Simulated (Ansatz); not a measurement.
# A series in volume per atom on NbC

Periodic Kohn-Sham DFT of a crystal at fixed atoms; pressure and stress are positive in compression; the energy is the free energy less that of spherical unpolarised free atoms; site moments are those in the method's own spheres, positive along +z. The results are calculated, by Ansatz 0.2.0.

Cell of the first row (space group Fm-3m, No. 225):
```
cell vectors (Å)
   0.0000     2.1551     2.1551
   2.1551     0.0000     2.1551
   2.1551     2.1551     0.0000
atoms (fractions of the cell vectors)
Nb  0.00000  0.00000  0.00000
C   0.50000  0.50000  0.50000
```

Settings of every row: method all-electron PAW; functional PBEsol; relativity scalar; k mesh 14x14x14; filling fermi-dirac; smearing width 0.08 eV; nucleus gaussian.

Atom start moment: 0 on all atoms.

```
row  volume per atom (Å³)  pressure (GPa)
  1                10.009          37.374
  2                10.014          37.125
  3                10.222               ?
  4                10.435          19.345
  5                10.542          15.379
  6                10.648          11.608
  7                10.754           8.021
  8                10.861            4.61
  9                11.074          -1.714
```

Question: what pressure should row 3 give?

Worked fit of pressure. Take u = (V_r/V)^(2/3) − 1 with V_r = 10.595 Å³ an atom, which is twice the finite (Eulerian) strain; such expansions in the strain, on which the Birch-Murnaghan equation of state is built, carry the rest volume and the bulk modulus. The shown rows have u = 0.03866, 0.03831, 0.0102, 0.00335, -0.00332, -0.00988, -0.01639, -0.02905. Least squares give pressure = 13.4608 + 563.541 × u + 1418.16 × u² GPa; a straight line predicts inner rows, each left out in turn, worse (root mean square 0.69 against 0.013 GPa). The rows lie off it by 0.007, -0.006, -0.011, 0.014, 0.003, -0.010, 0.005, -0.001 (root mean square 0.0082 GPa). The pressure vanishes at u = -0.0255, or V = 11.01 Å³ an atom, and there the bulk modulus at fixed shape and fractions is B = −V dP/dV = (2/3)(1 + u) dP/du = 319 GPa. The withheld row has u = 0.02418, so the fit gives 13.4608 + 563.541 × (0.02418) + 1418.16 × (0.02418)² = 27.916 GPa.

The calculation gave 27.904 GPa. The fit lies 0.012 GPa (0.031 % of the column's range) above it; its largest miss of a shown row is 0.014 GPa.
